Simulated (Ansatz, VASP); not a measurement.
## One calculation of BN, two programs

The input INCAR:

```
SYSTEM = BN
  PREC = Accurate
  ENCUT = 520
  EDIFF = 1E-6
  ISMEAR = 0
  SIGMA = 0.02
  LREAL = .FALSE.
  LASPH = .TRUE.
  NELM = 60
  ALGO = Normal
  ISIF = 2
  LWAVE = .FALSE.
  LCHARG = .TRUE.
  GGA = PE
  LELF = .TRUE.
  LVHAR = .TRUE.
  NBANDS = 11
```

Contents of KPOINTS:

```
regular mesh
0
G
  12 12 12
  0 0 0
```

Contents of POSCAR:

```
BN
1.0
    0.0000000000      1.7753514264      1.7753514264
    1.7753514264      0.0000000000      1.7753514264
    1.7753514264      1.7753514264      0.0000000000
B N
1 1
Direct
    0.0000000000      0.0000000000      0.0000000000
    0.7500000000      0.7500000000      0.7500000000
```

Input for Ansatz:

```yaml
crystal:
  lattice:
    - [0.0, 1.7753514264, 1.7753514264]
    - [1.7753514264, 0.0, 1.7753514264]
    - [1.7753514264, 1.7753514264, 0.0]
  atoms:
    - { symbol: B, position: [0.0, 0.0, 0.0] }
    - { symbol: "N", position: [0.75, 0.75, 0.75] }
basis:
  ecutwfc: 420
kpoints:
  mp_grid: { grid: [12, 12, 12] }
hamiltonian:
  xc: pbe
scf:
  occupations: { method: gaussian, width: 0.02 }
output:
  forces: true
  stress: true
  eigenvalues: true
```

Alike in both runs: task single point; functional PBE; k mesh 12 × 12 × 12; occupations gaussian, width 0.02 eV; no spin polarisation.

|  | VASP | Ansatz |
| --- | --- | --- |
| version | VASP 6.6.1 | Ansatz 0.2.0 |
| potentials or method | VASP PAW PBE potentials, release 64 (B, N) | scalar-relativistic, plane waves, PAW |
| plane-wave cutoff (eV) | 520 | 420 |
| valence electrons in the cell | 8 | 8 |

VASP gave:

```
gap on the k mesh at the Fermi level (eV) : 4.51
least direct gap on the mesh (eV)         : 9.08
pressure (GPa)                            : 26.2
```

Question: Estimate Ansatz's values.

Answer: gap on the k mesh at the Fermi level (eV): 4.53; least direct gap on the mesh (eV): 9.09; pressure (GPa): 25.7.

Caveats: so large a pressure means that the cell lies far from this level's equilibrium, or that cutoff or potentials fall short (VASP). A k mesh can miss the band edges. As with any semilocal functional, this PBE gap is likely too small.
